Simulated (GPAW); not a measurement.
# BaS (Fm-3m) in GPAW: a series of runs

Runs on BaS. Level: PBE. Tasks: dielectric tensor, G0W0 quasiparticle levels.

Program: GPAW 26.7.0. These are calculated values, not measurements. Logs are shortened: lines on timing, memory, paths and dates and some standing lists are left out, and cuts for length are marked. The log counts tension as positive stress, the text compression.

**What was measured.**

From a printed reference work, monograph, original work of 1988, for a bulk crystal of BaS at 2 K: band gap 3.806 eV (indirect).

How close the calculation comes is told below.

### 1 The structure

Symmetry: Fm-3m, No. 225, cubic system. The conventional cell has a = 6.388 Å, b = 6.388 Å, c = 6.388 Å, α = 90.00°, β = 90.00°, γ = 90.00°. Ba (site symmetry m-3m) is surrounded by 6 S at 3.19 Å. S (site symmetry m-3m) has 6 Ba at 3.19 Å as nearest neighbours.

### 2 Dielectric tensor, PBE

The input, run.py:

```python
import numpy as np
from ase import Atoms
from ase.dft.bandgap import bandgap
from ase.io import write
from gpaw import GPAW, PW
from gpaw.response.df import DielectricFunction

atoms = Atoms(['Ba', 'S'],
              cell=[[0.0, 3.19375, 3.19375],
                    [3.19375, 0.0, 3.19375],
                    [3.19375, 3.19375, 0.0]],
              scaled_positions=[[0.0, 0.0, 0.0],
                                [0.5, 0.5, 0.5]],
              pbc=True)

calc = GPAW(mode=PW(450),
            xc='PBE',
            kpts={'size': (6, 6, 6), 'gamma': True},
            occupations={'name': 'fermi-dirac', 'width': 0.001},
            nbands=16,
            convergence={'density': 1e-06},
            maxiter=150,
            txt='gpaw.txt')
atoms.calc = calc
energy = atoms.get_potential_energy()
calc.write('gs.gpw')
write('result.traj', atoms)
print(f'Energy: {energy:.6f} eV')
print('Fermi level:', round(calc.get_fermi_level(), 4), 'eV')
print(f'Gap: {bandgap(calc)[0]:.4f} eV, direct: {bandgap(calc, direct=True)[0]:.4f} eV')

for size in [(13, 13, 13), (18, 18, 18)]:
    name = 'x'.join(str(n) for n in size)
    dense = calc.fixed_density(kpts={'size': size, 'gamma': True},
                               nbands=34, convergence={'bands': 28, 'eigenstates': 1e-7},
                               update_fermi_level=True, txt=f'dense-{name}.txt')
    dense.write(f'{name}.gpw', mode='all')
    df = DielectricFunction(f'{name}.gpw', frequencies=np.array([0.0]), hilbert=False, eta=0.001,
                            ecut=80, nbands=28, intraband=False, txt=f'df-{name}.txt')
    for xc in ['RPA', 'Bootstrap', 'ALDA']:
        for direction in ['x', 'y', 'z', [0, 1, 1], [1, 0, 1], [1, 1, 0]]:
            e0, e = df.get_macroscopic_dielectric_constant(xc=xc, direction=direction)
            print(f'{name} {xc} {direction}: {e0:.4f} without, {e:.4f} with local fields')
```

Potentials or basis: GPAW PAW data sets (gpaw-data 1.2.1), pw.

Command:

```sh
$ OMP_NUM_THREADS=1 python run.py
```

gpaw.txt:

```text
__  _  _
 | _ |_)|_||  |
 |__||  | ||/\| - 26.7.0

Input parameters:
  mode=PW(ecut=450.00000000000006),
  convergence={'density': 1e-06},
  kpts=MonkhorstPack(size=(6, 6, 6), gamma=True),
  maxiter=150,
  nbands=16,
  occupations=Occupations(name='fermi-dirac', width=0.001),
  xc=XC(name='PBE')

Diagonalizing LCAO Hamiltonian
Converting LCAO to pw mode

                 S

       Ba

Atoms  # Å, Bohr magnetons
|   | symbol |        x |        y |        z |    initial magnetic moments |
|---|--------|----------|----------|----------|-----------------------------|
| 0 |     Ba | 0.000000 | 0.000000 | 0.000000 | ( 0.0000,  0.0000,  0.0000) |
| 1 |      S | 3.193750 | 3.193750 | 3.193750 | ( 0.0000,  0.0000,  0.0000) |

Unit cell  # Å
| periodic |        x |        y |        z |  lengths |    angles |
|----------|----------|----------|----------|----------|-----------|
|      yes | 0.000000 | 3.193750 | 3.193750 | 4.516645 | 60.000000 |
|      yes | 3.193750 | 0.000000 | 3.193750 | 4.516645 | 60.000000 |
|      yes | 3.193750 | 3.193750 | 0.000000 | 4.516645 | 60.000000 |

Number of symmetries: 48
Symmetry operations  # r_c * U_cc + t_c -> r_c
|    | kind |            matrix            |
|----|------|------------------------------|
|  0 |  σ   |  1, 0, 0,  1, 0,-1,  1,-1, 0 |
|  1 |  C2  |  1, 0, 0,  1,-1, 0,  1, 0,-1 |
|  2 |  E   |  1, 0, 0,  0, 1, 0,  0, 0, 1 |
|  3 |  σ   |  1, 0, 0,  0, 0, 1,  0, 1, 0 |
|  4 |  C4  |  1, 0,-1,  1, 0, 0,  1,-1, 0 |
|  5 |  S6  |  1, 0,-1,  1,-1, 0,  1, 0, 0 |
|  6 |  σ   |  1, 0,-1,  0, 1,-1,  0, 0,-1 |
|  7 |  C3  |  1, 0,-1,  0, 0,-1,  0, 1,-1 |
|  8 |  S6  |  1,-1, 0,  1, 0, 0,  1, 0,-1 |
|  9 |  C4  |  1,-1, 0,  1, 0,-1,  1, 0, 0 |
| 10 |  C3  |  1,-1, 0,  0,-1, 1,  0,-1, 0 |
| 11 |  σ   |  1,-1, 0,  0,-1, 0,  0,-1, 1 |
| 12 |  σ   |  0, 1, 0,  1, 0, 0,  0, 0, 1 |
| 13 |  C4  |  0, 1, 0,  0, 1,-1, -1, 1, 0 |
| 14 |  C3  |  0, 1, 0,  0, 0, 1,  1, 0, 0 |
| 15 |  S6  |  0, 1, 0, -1, 1, 0,  0, 1,-1 |
| 16 |  C2  |  0, 1,-1,  1, 0,-1,  0, 0,-1 |
| 17 |  σ   |  0, 1,-1,  0, 1, 0, -1, 1, 0 |
| 18 |  S4  |  0, 1,-1,  0, 0,-1,  1, 0,-1 |
| 19 |  C4  |  0, 1,-1, -1, 1, 0,  0, 1, 0 |
| 20 |  C3  |  0, 0, 1,  1, 0, 0,  0, 1, 0 |
| 21 |  σ   |  0, 0, 1,  0, 1, 0,  1, 0, 0 |
| 22 |  S6  |  0, 0, 1,  0,-1, 1, -1, 0, 1 |
| 23 |  C4  |  0, 0, 1, -1, 0, 1,  0,-1, 1 |
| 24 |  S4  |  0, 0,-1,  1, 0,-1,  0, 1,-1 |
| 25 |  C3  |  0, 0,-1,  0, 1,-1,  1, 0,-1 |
| 26 |  C2  |  0, 0,-1,  0,-1, 0, -1, 0, 0 |
| 27 |  S6  |  0, 0,-1, -1, 0, 0,  0,-1, 0 |
| 28 |  S4  |  0,-1, 1,  1,-1, 0,  0,-1, 0 |
| 29 |  C4  |  0,-1, 1,  0, 0, 1, -1, 0, 1 |
| 30 |  C2  |  0,-1, 1,  0,-1, 0,  1,-1, 0 |
| 31 |  σ   |  0,-1, 1, -1, 0, 1,  0, 0, 1 |
| 32 |  C3  |  0,-1, 0,  1,-1, 0,  0,-1, 1 |
| 33 |  S6  |  0,-1, 0,  0, 0,-1, -1, 0, 0 |
| 34 |  S4  |  0,-1, 0,  0,-1, 1,  1,-1, 0 |
| 35 |  C2  |  0,-1, 0, -1, 0, 0,  0, 0,-1 |
| 36 |  C2  | -1, 1, 0,  0, 1, 0,  0, 1,-1 |
| 37 |  S6  | -1, 1, 0,  0, 1,-1,  0, 1, 0 |
| 38 |  S4  | -1, 1, 0, -1, 0, 1, -1, 0, 0 |
| 39 |  C3  | -1, 1, 0, -1, 0, 0, -1, 0, 1 |
| 40 |  S6  | -1, 0, 1,  0, 0, 1,  0,-1, 1 |
| 41 |  C2  | -1, 0, 1,  0,-1, 1,  0, 0, 1 |
| 42 |  C3  | -1, 0, 1, -1, 1, 0, -1, 0, 0 |
| 43 |  S4  | -1, 0, 1, -1, 0, 0, -1, 1, 0 |
| 44 |  C2  | -1, 0, 0,  0, 0,-1,  0,-1, 0 |
| 45 |  i   | -1, 0, 0,  0,-1, 0,  0, 0,-1 |
| 46 |  σ   | -1, 0, 0, -1, 1, 0, -1, 0, 1 |
| 47 |  C2  | -1, 0, 0, -1, 0, 1, -1, 1, 0 |

BZ-sampling:
  Number of BZ points: 216
  Number of IBZ points: 16

  Monkhorst-Pack size: [6, 6, 6]
  Monkhorst-Pack shift: [0.08333333333333333, 0.08333333333333333, 0.08333333333333333]

K-points  # in reciprocal-cell coordinates
|     |                                coordinates |     weight |
|-----|--------------------------------------------|------------|
|   0 | (  0.00000000,   0.00000000,   0.00000000) | 0.00462963 |
|   1 | (  0.16666667,   0.16666667,   0.00000000) | 0.02777778 |
|   2 | (  0.16666667,   0.16666667,   0.16666667) | 0.03703704 |
|   3 | (  0.33333333,   0.16666667,   0.16666667) | 0.05555556 |
|   4 | (  0.33333333,   0.33333333,  -0.33333333) | 0.05555556 |
|   5 | (  0.33333333,   0.33333333,   0.00000000) | 0.02777778 |
|   6 | (  0.33333333,   0.33333333,   0.16666667) | 0.11111111 |
|   7 | (  0.33333333,   0.33333333,   0.33333333) | 0.03703704 |
|   8 | (  0.50000000,   0.33333333,  -0.33333333) | 0.11111111 |
|   9 | (  0.50000000,   0.33333333,  -0.16666667) | 0.05555556 |
| ... |                                            |            |
|  15 | (  0.50000000,   0.50000000,   0.50000000) | 0.01851852 |

Plane wave coefficients: 1428
Cutoff: 450.00000000000006 eV

Spin-components: 1 (collinear spins)
Bands:           16
Projectors:      11
Spin-degeneracy: 2
Datatype:        complex128

Parallelization:
  kpt:    1
  domain: 1
  band:   1

Density:
  Valence electrons: 16.0
  Components: 1
  Grid points: [24 24 24]
  Charge: 0.0  # |e|

Potential:
  Grid points: [24 24 24]

species:
  Ba:
    name:    Barium
    Z:       56.0
    valence: 10
    core:    46
    charge:  0.0  # [|e|]
    compensation charges:
      type: gauss
      rc: 0.37  # [Å]
      lmax: 2
    cutoffs:
      filter: 2.06  # [Å]
      core: 2.33  # [Å]
    projectors
    | kind |    occ | energy [eV] | rcut [Å] |
    |------|--------|-------------|----------|
    |   5s |  2.000 |     -33.644 |    1.164 |
    |   6s |  2.000 |      -3.229 |    1.164 |
    |   5p |  6.000 |     -18.744 |    1.164 |
    |    p |        |       0.000 |    1.164 |
    |    d |        |       0.000 |    1.164 |
    |    d |        |      27.211 |    1.164 |

    Using partial waves for Ba as LCAO basis

  S:
    name:    Sulfur
    Z:       16.0
    valence: 6
    core:    10
    charge:  0.0  # [|e|]
    compensation charges:
      type: gauss
      rc: 0.24  # [Å]
      lmax: 2
    cutoffs:
      filter: 1.77  # [Å]
      core: 1.66  # [Å]
    projectors
    | kind |    occ | energy [eV] | rcut [Å] |
    |------|--------|-------------|----------|
    |   3s |  2.000 |     -17.254 |    0.974 |
    |   3p |  4.000 |      -7.008 |    0.979 |
    |    s |        |       9.957 |    0.974 |
    |    p |        |      20.203 |    0.979 |
    |    d |        |       0.000 |    0.900 |

    Using partial waves for S as LCAO basis

Reference energy: -232135.462409  # eV

eigensolver:
  PPCG
  Converge bands: occupied
  niter=2

density mixing:
  MSR1-Mixer
  Pratt-step length: 0.05
  Maximum mixing coefficient: 0.75
  Old densities: 10
  SVD Regularization: 0.005
  Good broyden scale: 1.0
  Trust region scale: 1.0
  Backstep threshold: 4.0
  History deletion threshold: 6.0
  Fourier metric: weight=20.0, sigma=0.015

occupation numbers:
  Fermi-Dirac:
    width: 0.0010  # eV

poisson solver:
  ecut: 3600.0000000000005  # eV

xc functional:
  name: PBE with 2 nearest neighbor stencil

convergence criteria:
- Maximum integral of absolute [dens]ity change: 1e-06 electrons / valence electron
- Maximum [total energy] change in last 3 cyles: 0.0005 eV / valence electron
- Maximum integral of absolute [eigenst]ate change: 4e-08 eV^2 / valence electron
maximum number of iterations: 150

SCF iterations
|iter     | |      energy | eigst |  dens |
|---------|-|-------------|-------|-------|
|iter:   1| |  -10.583167 | -0.28 |       |
|iter:   2| |  -10.485973 | -2.18 | -1.03 |
|iter:   3| |  -10.146065 | -1.89 | -1.08 |
|iter:   4| |  -10.152662 | -3.45 | -1.55 |
|iter:   5| |  -10.156650 | -3.94 | -1.91 |
|iter:   6| |  -10.156806c| -5.16 | -2.80 |
|iter:   7| |  -10.156812c| -6.90 | -3.50 |
|iter:   8| |  -10.156813c| -7.63c| -3.91 |
|iter:   9| |  -10.156813c| -8.49c| -5.13 |
|iter:  10| |  -10.156813c| -9.09c| -5.55 |
|iter:  11| |  -10.156813c|-10.11c| -6.62c|

Converged in 11 steps
Energy contributions relative to reference atoms: (reference = -232135.462409)

Energy contributions:
  Kinetic:          11.577308
  Coulomb:         -10.097573
  Zero:             -0.037836
  External:          0.000000
  Xc:              -11.598712
  Entropy:          -0.000000
  Spinorbit:         0.000000
  ----------------------------
  Free energy:     -10.156813
  Extrapolated:    -10.156813

dipole moment: (-38.646444, -38.646444, -38.646444)  # |e|*Ang

Fermi level: 6.031
Eigenvalues  # (at kpt = [0.000, 0.000, 0.000])
| band index |      eig [eV] | occ [0-2] |
|------------|---------------|-----------|
|          0 |       -21.163 |     2.000 |
|          1 |        -6.250 |     2.000 |
|          2 |        -6.250 |     2.000 |
|          3 |        -6.250 |     2.000 |
|          4 |        -5.479 |     2.000 |
|          5 |         4.862 |     2.000 |
[... 8 lines left out ...]
|         14 |        13.492 |     0.000 |
|         15 |        19.568 |     0.000 |

Gap: 2.132 eV
Transition (v -> c):
  (s=0, k=0, n=7, [0.00, 0.00, 0.00]) -> (s=0, k=12, n=8, [0.50, 0.50, 0.00])
Direct/indirect transitions are different
Direct gap: 2.262 eV
Transition at: (s=0, k=12, n=7, [0.50, 0.50, 0.00])
# Writing to gs.gpw (mode='')
```

Run time: 5.2 min. Hardware: 1 thread of Intel Xeon Platinum 8259CL at 2.50GHz (Skylake/Cascade Lake), shared host; peak memory 1.5 GiB.

What came out:

```
Free energy                             : -10.1568 eV
Band gap on the k mesh                  : 2.13 eV, indirect (least direct gap 2.26 eV)
Electronic dielectric tensor (diagonal) : 4.46
```

Electronic dielectric tensor:
```
4.46 0.00 0.00
0.00 4.46 0.00
0.00 0.00 4.46
```

Caveat: the long-wavelength limit can be off by a per cent or two; spin-orbit coupling is left out, which moves the levels of the heavy elements.

(Continued in part 2 of 2.)
